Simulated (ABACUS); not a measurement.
Write the native input for ABACUS 3.10.1 that does the following.

| Property | Result |
| --- | --- |
| Task | band structure |
| Functional | PBEsol |
| Potentials or basis | PseudoDojo NC SR 0.4.1 PBE standard |
| Cutoff | 1143 eV |
| Density cutoff | 4572 eV |
| Basis | plane waves |
| Occupations | fermi-dirac, width 0.05 eV |
| Spin | no spin polarisation |
| Radial cutoff of the potentials (pseudo_rcut) | 10 bohr |
| Threshold of the eigensolver | 1e-07 Ry |
| Density | read from an earlier self-consistent run |
| Path | G-M-K-G-A-L-H-A, L-M, K-H |
| Points for each segment of the path | 10 |
| SCF threshold on the density | 1e-08 |
| Max SCF steps | 100 |
| Eigensolver | dav |
| Mixing | broyden |
| Mixing share | 0.7 |
| Symmetry key | -1 |
| Bands | 28 |

GaN:

```xyz
4
Lattice="3.1800 0.0000 0.0000 -1.5900 2.7540 0.0000 0.0000 0.0000 5.1660" Properties=species:S:1:pos:R:3 pbc="T T T"
Ga    1.5900    0.9180    2.5830
Ga    0.0000    1.8360    0.0000
N     1.5900    0.9180    4.5203
N     0.0000    1.8360    1.9373
```

These files were run (other wordings do the same):

INPUT

```
INPUT_PARAMETERS
suffix              GaN
calculation         nscf
basis_type          pw
pseudo_dir          ./
symmetry            -1
dft_functional      pbesol
ecutwfc             84.0
pseudo_rcut         10
nspin               1
nbands              28
ks_solver           dav
smearing_method     fd
smearing_sigma      0.00367493
scf_thr             1e-08
scf_nmax            100
mixing_type         broyden
mixing_beta         0.7
init_chg            file
pw_diag_thr         1e-07
out_band            1
kpar                4
```

STRU

```
ATOMIC_SPECIES
Ga 69.7230 Ga.upf
N 14.0070 N.upf

LATTICE_CONSTANT
1.8897261246

LATTICE_VECTORS
3.1800000000 0.0000000000 0.0000000000
-1.5900000000 2.7539607840 0.0000000000
0.0000000000 0.0000000000 5.1660000000

ATOMIC_POSITIONS
Direct

Ga
0.0
2
0.6666666667 0.3333333333 0.5000000000 1 1 1
0.3333333333 0.6666666667 0.0000000000 1 1 1

N
0.0
2
0.6666666667 0.3333333333 0.8750000000 1 1 1
0.3333333333 0.6666666667 0.3750000000 1 1 1
```

KPT

```
K_POINTS
12
Line
0.00000000 0.00000000 0.00000000 10 // G
0.50000000 0.00000000 0.00000000 10 // M
0.33333333 0.33333333 0.00000000 10 // K
0.00000000 0.00000000 0.00000000 10 // G
0.00000000 0.00000000 0.50000000 10 // A
0.50000000 0.00000000 0.50000000 10 // L
0.33333333 0.33333333 0.50000000 10 // H
0.00000000 0.00000000 0.50000000 1 // A
0.50000000 0.00000000 0.50000000 10 // L
0.50000000 0.00000000 0.00000000 1 // M
0.33333333 0.33333333 0.00000000 10 // K
0.33333333 0.33333333 0.50000000 1 // H
```

Potentials or basis: PseudoDojo NC SR 0.4.1 PBE standard, plane waves.

Command:

```console
$ OMP_NUM_THREADS=1 mpirun -np 4 abacus > log
```

Results of the run:

| Property | Result |
| --- | --- |
| Band gap along the path | 1.89 eV, direct |

Caveat: the density is read from an earlier self-consistent run, whose mesh may be coarse.

Wall time 12 s on 4 MPI ranks on Intel(R) Xeon(R) Platinum 8375C CPU @ 2.90GHz (Ice Lake) (shared host), peak memory 0.52 GiB a rank.
